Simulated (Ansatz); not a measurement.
The system is TePt.

```
Pt Te
1.0
     3.95488    0.00000    0.00000
    -1.97744    3.42502    0.00000
     0.00000    0.00000    3.85976
Pt Te
1 1
Direct
  0.00000 0.00000 0.00000
  0.66667 0.33333 0.50000
```

Measurements of this composition are mostly on another form, of space group No. 166.

```yaml
Program: Ansatz 0.2.0
Task: relaxation of cell and atoms
Functional: r2SCAN
Potentials_or_basis: Ansatz PAW
Cutoff: "500 eV (not typed: the program's choice for these potentials)"
k_mesh: 8 × 8 × 7
Occupations: fermi-dirac, width 0.05 eV
Spin: no spin polarisation
Hubbard_terms: Pt d U = 8 eV
```

At the start: volume 26.14 Å³/atom.

Q: How do energy, volume and symmetry change on relaxing?

A: It ends after 9 steps and the volume is 22.92 Å³/atom (-12.3 %); space group P-6m2 (No. 187, to 0.05 Å).

Step by step:
| step | energy change (eV) | largest force (eV/Å) | volume (Å³) |
| --- | --- | --- | --- |
| 1 | 0.0000 | 0.0000 | 52.28 |
| 2 | -0.3225 | 0.0000 | 46.71 |
| 3 | -0.3824 | 0.0000 | 44.15 |
| 4 | -0.4214 | 0.0000 | 44.65 |
| 5 | -0.4727 | 0.0000 | 45.28 |
| 6 | -0.4849 | 0.0000 | 45.84 |
| 7 | -0.4852 | 0.0000 | 45.83 |
| 8 | -0.4852 | 0.0000 | 45.83 |
| 9 | -0.4851 | 0.0000 | 45.83 |

Final structure:
```cif
data_structure
_symmetry_space_group_name_H-M 'P 1'
_symmetry_Int_Tables_number 1
_cell_length_a 4.1527
_cell_length_b 4.1527
_cell_length_c 3.0690
_cell_angle_alpha 90.000
_cell_angle_beta 90.000
_cell_angle_gamma 120.000
_cell_volume 45.83
loop_
_atom_site_label
_atom_site_type_symbol
_atom_site_fract_x
_atom_site_fract_y
_atom_site_fract_z
_atom_site_occupancy
Pt1 Pt 0.00000 0.00000 0.00000 1
Te1 Te 0.66667 0.33333 0.50000 1
```

Caveat: the electronic state changed during the relaxation; the plane-wave basis is chosen anew once the cell has moved, so the energies of steps on either side of that aren't comparable; U without spin polarisation on a metal has little footing; the PAW data sets come from PBE, with cores solved anew for the run's functional, which leaves a small shift of forces and pressure; the U is typed as a test and isn't derived for this compound.
